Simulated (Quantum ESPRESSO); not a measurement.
# TaN (P-6m2) in Quantum ESPRESSO: equation of state

Aim: energy against volume of TaN in PBE, for its equilibrium volume and stiffness.

All numbers are computed with Quantum ESPRESSO 7.5; they aren't measurements. Logs are shortened: lines on timing, memory, paths and dates and some standing lists are left out, and cuts for length are marked.

### Step 1. Starting point

The structure is hexagonal, space group P-6m2 (No. 187). Conventional cell: a = 2.938 Å, b = 2.938 Å, c = 2.883 Å, α = 90.00°, β = 90.00°, γ = 120.00°. Around Ta (site symmetry -6m2) lie 6 N at 2.23 Å. N (site symmetry -6m2) is surrounded by 6 Ta at 2.23 Å.

### Step 2. Single point, PBE, 10.13 Å³/atom

pw.in

```
&CONTROL
  calculation = 'scf'
  prefix = 'pwscf'
  outdir = './tmp'
  pseudo_dir = './pseudo'
  tprnfor = .true.
  tstress = .true.
  disk_io = 'nowf'
/
&SYSTEM
  ibrav = 0
  nat = 2
  ntyp = 2
  ecutwfc = 60
  ecutrho = 480
  nbnd = 15
  occupations = 'smearing'
  smearing = 'fd'
  degauss = 0.00367493
/
&ELECTRONS
  conv_thr = 4d-10
  electron_maxstep = 120
  mixing_beta = 0.5
/
ATOMIC_SPECIES
Ta   180.9479 Ta_pbe_v1.uspp.F.UPF
N     14.0070 N.pbe-n-radius_5.UPF
CELL_PARAMETERS angstrom
   2.8780239874    0.0000000000    0.0000000000
  -1.4390119937    2.4924418858    0.0000000000
   0.0000000000    0.0000000000    2.8241467514
ATOMIC_POSITIONS crystal
Ta     0.0000000000    0.0000000000    0.5000000000
N      0.6666666667    0.3333333333    0.0000000000
K_POINTS automatic
10 10 9 0 0 0
```

Potentials or basis: SSSP 1.3 efficiency PBE.

Started as:

```
$ OMP_NUM_THREADS=1 pw.x -in pw.in > pw.out
```

pw.out:

```text
This program is part of the open-source Quantum ESPRESSO suite
     for quantum simulation of materials; please cite
[... 9 lines left out ...]
     --------------------
     sticks:   dense  smooth     PW     G-vecs:    dense   smooth      PW
     Sum         967     499    151                24295     8577    1497

     Using Slab Decomposition

     bravais-lattice index     =            0
     lattice parameter (alat)  =       5.4387  a.u.
     unit-cell volume          =     136.7110 (a.u.)^3
     number of atoms/cell      =            2
     number of atomic types    =            2
     number of electrons       =        18.00
     number of Kohn-Sham states=           15
     kinetic-energy cutoff     =      60.0000  Ry
     charge density cutoff     =     480.0000  Ry
     scf convergence threshold =      4.0E-10
     mixing beta               =       0.5000
     number of iterations used =            8  plain     mixing
     Exchange-correlation= PBE
                           (   1   4   3   4   0   0   0)

     celldm(1)=   5.438677  celldm(2)=   0.000000  celldm(3)=   0.000000
     celldm(4)=   0.000000  celldm(5)=   0.000000  celldm(6)=   0.000000

     crystal axes: (cart. coord. in units of alat)
               a(1) = (   1.000000   0.000000   0.000000 )
               a(2) = (  -0.500000   0.866025   0.000000 )
               a(3) = (   0.000000   0.000000   0.981280 )

     reciprocal axes: (cart. coord. in units 2 pi/alat)
               b(1) = (  1.000000  0.577350 -0.000000 )
               b(2) = (  0.000000  1.154701  0.000000 )
               b(3) = (  0.000000 -0.000000  1.019077 )

     PseudoPot. # 1 for Ta read from file:
     Ta_pbe_v1.uspp.F.UPF
     Pseudo is Ultrasoft + core correction, Zval = 13.0
     Generated by new atomic code, or converted to UPF format
     Using radial grid of  921 points,  7 beta functions with:
                l(1) =   0
                l(2) =   0
                l(3) =   1
                l(4) =   1
                l(5) =   2
                l(6) =   2
                l(7) =   3
     Q(r) pseudized with  6 coefficients,  rinner =    1.300   1.300   1.300
                                                       1.300   1.300   1.300
                                                       1.300

     PseudoPot. # 2 for N  read from file:
     N.pbe-n-radius_5.UPF
     Pseudo is Ultrasoft + core correction, Zval =  5.0
     Generated using "atomic" code by A. Dal Corso  v.5.1
     Using radial grid of 1085 points,  4 beta functions with:
                l(1) =   0
                l(2) =   0
                l(3) =   1
                l(4) =   1
     Q(r) pseudized with 0 coefficients

     atomic species   valence    mass     pseudopotential
     Ta               13.00   180.94790     Ta( 1.00)
     N                 5.00    14.00700     N ( 1.00)

     12 Sym. Ops. (no inversion) found

   Cartesian axes

     site n.     atom                  positions (alat units)
         1        Ta     tau(   1) = (   0.0000000   0.0000000   0.4906399  )
         2        N      tau(   2) = (   0.5000000   0.2886751   0.0000000  )

     number of k points=    70  Fermi-Dirac smearing, width (Ry)=  0.0037
                       cart. coord. in units 2pi/alat
        k(    1) = (   0.0000000   0.0000000   0.0000000), wk =   0.0022222
        k(    2) = (   0.0000000   0.0000000   0.1132308), wk =   0.0044444
        k(    3) = (   0.0000000   0.0000000   0.2264616), wk =   0.0044444
        k(    4) = (   0.0000000   0.0000000   0.3396924), wk =   0.0044444
        k(    5) = (   0.0000000   0.0000000   0.4529233), wk =   0.0044444
        k(    6) = (   0.0000000   0.1154701   0.0000000), wk =   0.0133333
[... 62 lines left out ...]
        k(   69) = (   0.3000000   0.5196152   0.3396924), wk =   0.0266667
        k(   70) = (   0.3000000   0.5196152   0.4529233), wk =   0.0266667

     Dense  grid:    24295 G-vectors     FFT dimensions: (  40,  40,  40)

     Smooth grid:     8577 G-vectors     FFT dimensions: (  27,  27,  27)

     Initial potential from superposition of free atoms

     starting charge      17.9989, renormalised to      18.0000

     negative rho (up, down):  9.392E-02 0.000E+00
     Starting wfcs are   17 randomized atomic wfcs

     Self-consistent Calculation

     iteration #  1     ecut=    60.00 Ry     beta= 0.50
     Davidson diagonalization with overlap
     ethr =  1.00E-02,  avg # of iterations =  3.2

     negative rho (up, down):  9.660E-02 0.000E+00

     total energy              =    -162.08670580 Ry
     estimated scf accuracy    <       0.38966703 Ry

     iteration #  2     ecut=    60.00 Ry     beta= 0.50
     Davidson diagonalization with overlap
     ethr =  2.16E-03,  avg # of iterations =  2.0

     negative rho (up, down):  9.781E-02 0.000E+00

     total energy              =    -162.19960035 Ry
     estimated scf accuracy    <       0.17735268 Ry

     iteration #  3     ecut=    60.00 Ry     beta= 0.50
     Davidson diagonalization with overlap
     ethr =  9.85E-04,  avg # of iterations =  1.1

     negative rho (up, down):  9.976E-02 0.000E+00

     total energy              =    -162.23240380 Ry
     estimated scf accuracy    <       0.00249565 Ry

     iteration #  4     ecut=    60.00 Ry     beta= 0.50
     Davidson diagonalization with overlap
     ethr =  1.39E-05,  avg # of iterations =  3.3
[... 28 lines left out ...]
     negative rho (up, down):  1.001E-01 0.000E+00

     total energy              =    -162.23280277 Ry
     estimated scf accuracy    <       0.00000001 Ry

     iteration #  8     ecut=    60.00 Ry     beta= 0.50
     Davidson diagonalization with overlap
     ethr =  8.30E-11,  avg # of iterations =  2.0

     negative rho (up, down):  1.001E-01 0.000E+00

     total energy              =    -162.23280277 Ry
     estimated scf accuracy    <          6.0E-10 Ry

     iteration #  9     ecut=    60.00 Ry     beta= 0.50
     Davidson diagonalization with overlap
     ethr =  3.32E-12,  avg # of iterations =  2.0

     negative rho (up, down):  1.001E-01 0.000E+00

     End of self-consistent calculation

          k = 0.0000 0.0000 0.0000 (  1081 PWs)   bands (ev):

   -46.6930 -13.0066 -12.7121 -12.7121   3.4120  16.8034  16.8034  17.1581
    18.6351  24.3051  25.5222  25.5222  26.0368  26.0368  35.0684

          k = 0.0000 0.0000 0.1132 (  1075 PWs)   bands (ev):

   -46.6853 -13.1525 -12.7004 -12.7004   3.6987  16.3604  16.9092  16.9092
    19.3203  24.1989  24.1989  24.7188  26.8558  26.8558  35.6270

          k = 0.0000 0.0000 0.2265 (  1081 PWs)   bands (ev):

   -46.6656 -13.5066 -12.6704 -12.6704   4.4628  14.8246  17.1813  17.1813
    20.8208  22.7940  22.7940  25.7271  26.8178  26.8178  36.4304

          k = 0.0000 0.0000 0.3397 (  1087 PWs)   bands (ev):

   -46.6431 -13.8856 -12.6361 -12.6361   5.4571  13.2209  17.4809  17.4809
    21.8962  21.8962  22.6915  26.0147  26.0147  27.1997  34.7292

          k = 0.0000 0.0000 0.4529 (  1076 PWs)   bands (ev):

   -46.6284 -14.1212 -12.6136 -12.6136   6.2636  12.0889  17.6474  17.6474
    21.5821  21.5821  24.0391  25.2748  25.2748  29.3960  32.3299

          k = 0.0000 0.1155 0.0000 (  1081 PWs)   bands (ev):

   -46.6834 -12.9894 -12.8460 -12.7402   3.6397  16.1960  16.9754  17.4688
    18.3173  25.0220  25.1145  25.5573  25.9189  26.3184  35.0538
[... 76 lines left out ...]
          k = 0.0000 0.4619 0.1132 (  1064 PWs)   bands (ev):

   -46.5943 -13.8561 -12.9672 -12.9576   5.6831  13.2816  16.1099  17.8577
    18.7368  25.0642  25.1831  26.8218  27.3847  30.0195  35.0113

          k = 0.0000 0.4619 0.2265 (  1076 PWs)   bands (ev):

   -46.5756 -13.7952 -13.2738 -12.9214   5.7002  13.3104  16.0057  17.0441
    19.7799  24.5590  25.5759  27.0161  28.1370  31.2229  34.8021

          k = 0.0000 0.4619 0.3397 (  1075 PWs)   bands (ev):

   -46.5541 -13.7269 -13.6043 -12.8799   5.6400  13.4980  15.8863  16.2637
    20.5416  24.8838  26.0827  27.4455  28.7322  32.0588  34.9977

          k = 0.0000 0.4619 0.4529 (  1067 PWs)   bands (ev):

   -46.5401 -13.8189 -13.6743 -12.8525   5.5606  13.8592  15.5212  15.8108
    20.8479  25.8110  26.4837  27.7774  28.9473  32.8425  34.9478

          k = 0.0000-0.5774 0.0000 (  1066 PWs)   bands (ev):

   -46.5920 -13.9920 -12.9985 -12.8244   5.9186  13.0157  16.1411  17.9195
    18.3418  24.9362  26.0469  27.2135  27.4301  29.6470  33.7290

          k = 0.0000-0.5774 0.1132 (  1062 PWs)   bands (ev):

   -46.5847 -13.9670 -12.9840 -12.9477   5.9042  13.0078  15.9869  17.9029
    18.6055  25.3813  25.3870  27.3571  27.5873  30.3554  33.8100

          k = 0.0000-0.5774 0.2265 (  1070 PWs)   bands (ev):

   -46.5660 -13.9027 -13.2501 -12.9472   5.8152  13.0408  15.9861  16.9871
    19.8619  24.5978  26.2938  27.6180  28.0537  31.6122  33.9344

          k = 0.0000-0.5774 0.3397 (  1084 PWs)   bands (ev):

   -46.5446 -13.8283 -13.5786 -12.9049   5.6353  13.3245  15.8476  16.1441
    20.8936  24.9215  27.0558  27.9246  28.7263  32.3472  34.3822

          k = 0.0000-0.5774 0.4529 (  1076 PWs)   bands (ev):

   -46.5307 -13.7862 -13.7776 -12.8770   5.4822  13.8347  15.3504  15.6646
    21.3692  26.0349  27.4603  28.2167  29.2510  32.6205  34.6231

          k = 0.1000 0.1732 0.0000 (  1087 PWs)   bands (ev):

   -46.6661 -13.0714 -12.9583 -12.8007   4.0546  15.3902  17.2348  17.8100
    17.9354  24.3416  25.6046  25.7216  26.2853  26.8314  35.0767

          k = 0.1000 0.1732 0.1132 (  1085 PWs)   bands (ev):

   -46.6585 -13.1123 -13.0411 -12.7881   4.2811  15.5570  16.5354  17.3099
    18.9325  23.8239  24.4995  26.1568  26.9510  27.4127  34.8358

          k = 0.1000 0.1732 0.2265 (  1081 PWs)   bands (ev):

   -46.6390 -13.4430 -13.0099 -12.7559   4.8639  15.0312  16.0406  17.2682
    19.9663  22.8633  23.8594  26.3502  27.4444  28.1268  34.9062

          k = 0.1000 0.1732 0.3397 (  1068 PWs)   bands (ev):

   -46.6169 -13.8066 -12.9654 -12.7191   5.5647  13.7207  16.5084  17.1884
    20.3646  22.5887  24.2905  25.7406  27.0837  29.3344  35.2195

          k = 0.1000 0.1732 0.4529 (  1065 PWs)   bands (ev):

   -46.6024 -14.0336 -12.9359 -12.6948   6.0670  12.9097  16.6817  17.2446
    20.2275  22.6774  25.0067  25.5053  26.5192  31.1818  33.7033

          k = 0.1000 0.2887 0.0000 (  1076 PWs)   bands (ev):
[... 154 lines left out ...]
          k = 0.3000 0.5196 0.1132 (  1083 PWs)   bands (ev):

   -46.5738 -13.7098 -13.4373 -12.9258   6.2187  14.0440  15.4149  16.0427
    21.0524  23.3471  24.2612  25.3613  29.3412  34.2196  35.4950

          k = 0.3000 0.5196 0.2265 (  1069 PWs)   bands (ev):

   -46.5553 -13.6506 -13.3894 -13.2226   5.9993  14.2795  15.1789  15.7279
    20.9330  24.3716  26.0151  26.4136  28.6159  33.0937  35.1976

          k = 0.3000 0.5196 0.3397 (  1068 PWs)   bands (ev):

   -46.5340 -13.5836 -13.5440 -13.3340   5.7323  13.5347  15.0112  16.6639
    21.0745  25.7743  26.7661  27.9867  28.5565  32.0127  34.6075

          k = 0.3000 0.5196 0.4529 (  1067 PWs)   bands (ev):

   -46.5202 -13.7490 -13.5365 -13.2973   5.5501  13.0623  14.8209  17.5201
    21.1861  26.6165  27.0563  28.7467  29.5347  31.8466  34.1441

     the Fermi energy is    21.7201 ev

!    total energy              =    -162.23280277 Ry
     estimated scf accuracy    <          2.1E-11 Ry
     smearing contrib. (-TS)   =      -0.00001918 Ry
     internal energy E=F+TS    =    -162.23278359 Ry

     The total energy is F=E-TS. E is the sum of the following terms:
     one-electron contribution =      -2.96515446 Ry
     hartree contribution      =      14.32730696 Ry
     xc contribution           =     -47.99247086 Ry
     ewald contribution        =    -125.60246523 Ry

     convergence has been achieved in   9 iterations

     negative rho (up, down):  1.001E-01 0.000E+00

     Forces acting on atoms (cartesian axes, Ry/au):

     atom    1 type  1   force =     0.00000000    0.00000000    0.00000000
     atom    2 type  2   force =     0.00000000    0.00000000    0.00000000

     Total force =     0.000000     Total SCF correction =     0.000000

     Computing stress (Cartesian axis) and pressure

     negative rho (up, down):  1.001E-01 0.000E+00
          total   stress  (Ry/bohr**3)                   (kbar)     P=      296.82
   0.00192631  -0.00000000  -0.00000000          283.37       -0.00       -0.00
  -0.00000000   0.00192631  -0.00000000           -0.00      283.37       -0.00
   0.00000000   0.00000000   0.00220056            0.00        0.00      323.71

=------------------------------------------------------------------------------=
   JOB DONE.
=------------------------------------------------------------------------------=
```

Run time: 20 s. Hardware: 1 thread of Arm Neoverse V2, shared host; peak memory 0.2 GiB.

What came out:

| Quantity | Value |
| --- | --- |
| Free energy | -2207.2897 eV |
| Pressure | 29.7 GPa |
| Band gap on the k mesh | none (metal or under the smearing width) |

[end of part 1 of 2]
